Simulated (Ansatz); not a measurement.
Runs of Ansatz 0.2.0 on Ni. It takes space group Fm-3m (No. 225, cubic). The conventional cell has a = 3.475 Å, b = 3.475 Å, c = 3.475 Å, α = 90.00°, β = 90.00°, γ = 90.00°. Ni (site symmetry m-3m) has 12 Ni at 2.46 Å as nearest neighbours. 

| task | level | cell | cutoff (eV) | smearing | gap on the mesh (eV) | pressure (GPa) | moment (μB) | relaxed volume (Å³/atom) |
| --- | --- | --- | --- | --- | --- | --- | --- | --- |
| relaxation of cell and atoms | BLYP | relaxed | - | fermi-dirac 0.05 eV | - | 0.0 | (a) | 11.43 |
| single point | PBE | as given | 320 | gaussian 0.027 eV | none | 8.0 | 0.64 | - |
| single point | PBE | as given | 320 | gaussian 0.014 eV | none | 8.0 | 0.64 | - |
| single point | PBE | as given | 320 | gaussian 0.016 eV | none | 8.0 | 0.64 | - |
| relaxation of cell and atoms | RPBE | relaxed | - | fermi-dirac 0.05 eV | - | 0.0 | 0.64 | 11.20 |

Alike in all rows: potentials or basis all-electron LAPW, scalar-relativistic; spin collinear, ferromagnetic start; k mesh 13 × 13 × 13; basis error allowed 0.001 eV/atom.

Problem. Fill in the values left out.

Solution. (a) 0.62.

A gap of «none» marks a metal or a gap under the smearing width.
